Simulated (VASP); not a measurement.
# LiCl in VASP 6.6.1, single-point calculation

INCAR

```
LWAVE = .FALSE.
SIGMA = 0.01
NELM = 120
NBANDS = 12
AMIX = 0.2
ISYM = -1
IMIX = 1
LASPH = .TRUE.
ISIF = 2
NSW = 0
EDIFF = 1E-7
ENCUT = 520
IBRION = -1
ISMEAR = 0
LCHARG = .FALSE.
PREC = Accurate
LREAL = .FALSE.
GGA = CA
```

KPOINTS

```
KPOINTS created by Atomic Simulation Environment
0
Gamma
4 4 4
0 0 0
```

POSCAR

```
Li Cl
 1.0000000000000000
    -0.0000000000000000    2.5560369973268311    2.5560369973268311
     2.5560369973268311   -0.0000000000000000    2.5560369973268311
     2.5560369973268311    2.5560369973268311   -0.0000000000000000
 Li  Cl
   1   1
Cartesian
  0.0000000000000000 -0.0000000000000000 -0.0000000000000000
  2.5560369973268307  2.5560369973268307  2.5560369973268307
```

The recommended LDA PAW datasets give the neutral cell 10 valence electrons.

Command

```
mpirun -np 1 vasp_std
```

Predict the outcome of this run.

It converged. Results: gap between bands v and c on the k mesh 6.06 eV; least direct gap on the k mesh 6.06 eV; pressure -2.9 GPa. Band v is the last that the valence electrons fill when counted band by band, and c is the next.

OSZICAR

```
N       E                     dE             d eps       ncg     rms          rms(c)
DAV:   1     0.381404543341E+02    0.38140E+02   -0.40433E+03  1536   0.756E+02
DAV:   2    -0.581087211092E+01   -0.43951E+02   -0.42303E+02  1944   0.143E+02
DAV:   3    -0.808311992202E+01   -0.22722E+01   -0.22643E+01  2028   0.329E+01
DAV:   4    -0.813741622477E+01   -0.54296E-01   -0.54282E-01  2152   0.523E+00
DAV:   5    -0.813821198969E+01   -0.79576E-03   -0.79574E-03  2056   0.526E-01    0.235E+00
DAV:   6    -0.809421681460E+01    0.43995E-01   -0.32866E-02  1924   0.800E-01    0.196E+00
DAV:   7    -0.807544152653E+01    0.18775E-01   -0.15086E-02  2124   0.572E-01    0.168E+00
DAV:   8    -0.806731217885E+01    0.81293E-02   -0.55963E-03  2196   0.350E-01    0.141E+00
DAV:   9    -0.806368267391E+01    0.36295E-02   -0.24803E-03  2404   0.235E-01    0.118E+00
DAV:  10    -0.806201685211E+01    0.16658E-02   -0.96462E-04  2300   0.149E-01    0.970E-01
...
DAV:  24    -0.806051289932E+01   -0.11017E-05   -0.39080E-07  2552   0.469E-03    0.403E-02
DAV:  25    -0.806051376159E+01   -0.86228E-06   -0.26050E-07  2476   0.372E-03    0.318E-02
DAV:  26    -0.806051441912E+01   -0.65753E-06   -0.16544E-07  2160   0.308E-03    0.251E-02
DAV:  27    -0.806051491156E+01   -0.49244E-06   -0.10601E-07  1948   0.247E-03    0.198E-02
DAV:  28    -0.806051527619E+01   -0.36463E-06   -0.84997E-08  1892   0.210E-03    0.156E-02
DAV:  29    -0.806051554260E+01   -0.26642E-06   -0.42364E-08  1284   0.162E-03    0.124E-02
DAV:  30    -0.806051573594E+01   -0.19333E-06   -0.41697E-08  1196   0.147E-03    0.977E-03
DAV:  31    -0.806051587547E+01   -0.13954E-06   -0.23244E-08  1036   0.114E-03    0.774E-03
DAV:  32    -0.806051597530E+01   -0.99823E-07   -0.17173E-08   892   0.987E-04
   1 F= -.80605160E+01 E0= -.80605160E+01  d E =-.871920E-37
```

For comparison, a separate LDA run of the intended cell, on usual settings and not on those above, gives a gap of 6.06 eV on its mesh and a pressure of -3.0 GPa.
